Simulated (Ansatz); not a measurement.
A run of Ansatz 0.2.0:

File input.yaml:

```yaml
crystal:
  lattice:
    - [3.2093, 0.0, 0.0]
    - [-1.60465, 2.7793353284, 0.0]
    - [0.0, 0.0, 5.2103]
  atoms:
    - { symbol: Mg, position: [0.6666666667, 0.3333333333, 0.75] }
    - { symbol: Mg, position: [0.3333333333, 0.6666666667, 0.25] }
hamiltonian:
  xc: pbesol
  pseudopotentials: { kind: paw }
kpoints:
  mp_grid: { grid: [10, 10, 5] }
scf:
  occupations: { method: fermi_dirac, width: 0.05 }
output:
  forces: true
  stress: true
  eigenvalues: true
relax:
  f_tol: 0.01
  max_steps: 40
  cell: { stress_tol: 0.05 }
```

Potentials or basis: Ansatz PAW.

The run is started by

```console
$ ansatz run input.yaml --threads 2 --pin off --max-ram 5632MiB --backend cpu --events-out ev --progress --plain --runs-dir out
```

Hardware: 2 threads of AMD EPYC 7R43 64-Core Processor (Zen 3) (shared host).

Problem. Estimate the wall time of this run.

Solution. Run time: 7.7 s on 2 threads of AMD EPYC 7R43 64-Core Processor (Zen 3), with other jobs on the host, peak memory 0.36 GiB. Counts: scf iterations 23, plane waves 881, k points 42, bands 14, ion steps 6.
